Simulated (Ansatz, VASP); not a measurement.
**Two plane-wave programs on Sr**

```
Sr
1.0
     0.00000    4.80389    4.80389
     4.80389    0.00000    4.80389
     4.80389    4.80389    0.00000
Sr
2
Direct
  0.12500 0.12500 0.12500
  0.87500 0.87500 0.87500
```

Alike in both runs: task single point; functional PBEsol; k mesh 7 × 7 × 7; occupations fermi-dirac, width 0.1 eV; no spin polarisation.

|  | VASP | Ansatz |
| --- | --- | --- |
| version | VASP 6.6.1 | Ansatz 0.2.0 |
| potentials or method | VASP PAW PBE potentials, release 64 (Sr_sv) | plane waves (420 eV) with PAW, scalar-relativistic |
| plane-wave cutoff (eV) | 520 | 420 |
| valence electrons in the cell | 20 | 20 |

```tsv
	VASP	Ansatz	Ansatz less VASP
pressure (GPa)	-0.2	-0.2	0.00
```

Ansatz warned: «pseudo_functional_mismatch».

Caveats: the PAW data sets were made with another functional, which shifts forces and pressure a little (VASP).
